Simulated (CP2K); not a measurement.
# Pb under changes of volume

One of the cells (40.672 Å³/atom); the others are scaled copies at fixed shape and fractional positions:

```
CELL_PARAMETERS angstrom
4.86348 0.00000 0.00000
2.43174 4.21190 0.00000
2.43174 1.40397 3.97102
ATOMIC_POSITIONS crystal
Pb 0.25000 0.25000 0.25000
Pb 0.00000 0.00000 0.00000
```

This isn't the form of Pb at room conditions, which is fcc.

- Program: CP2K 2026.2
- Functional: r2SCAN
- Potentials or basis: POTENTIAL_UZH Pb GTH-SCAN-q4; TZVP-MOLOPT-SCAN-GTH basis
- Density cutoff: 9184 eV
- k mesh: 7 × 7 × 7
- Occupations: fermi-dirac, width 0.05 eV
- Spin: no spin polarisation

```tsv
volume (Å³/atom)	energy over the lowest point (meV/atom)	pressure (GPa)
38.232	0.04	0.4
39.045	0.00	-0.3
39.859	3.41	-1.0
40.672	9.89	-1.5
41.486	?	?
42.299	30.67	-2.5
43.112	44.39	-2.9
```

Question: What does the run at 41.486 Å³/atom give?

Answer: Energy over the lowest point 19.08 meV/atom; pressure -2.1 GPa.

Worked out: A Birch-Murnaghan fit of order 3 (a polynomial in V^(-2/3)) to the other rows has its minimum at 38.64 Å³/atom with B0 = V·E''(V) = 34 GPa and B' = 4.7. It gives 19.08 meV/atom at 41.486 Å³/atom, against the run's 19.08, and -dE/dV = -2.1 GPa, against -2.1.

Energies are extrapolated to zero smearing.

Caveats: the basis of atomic orbitals isn't converged, which shifts pressures, moduli and gaps.
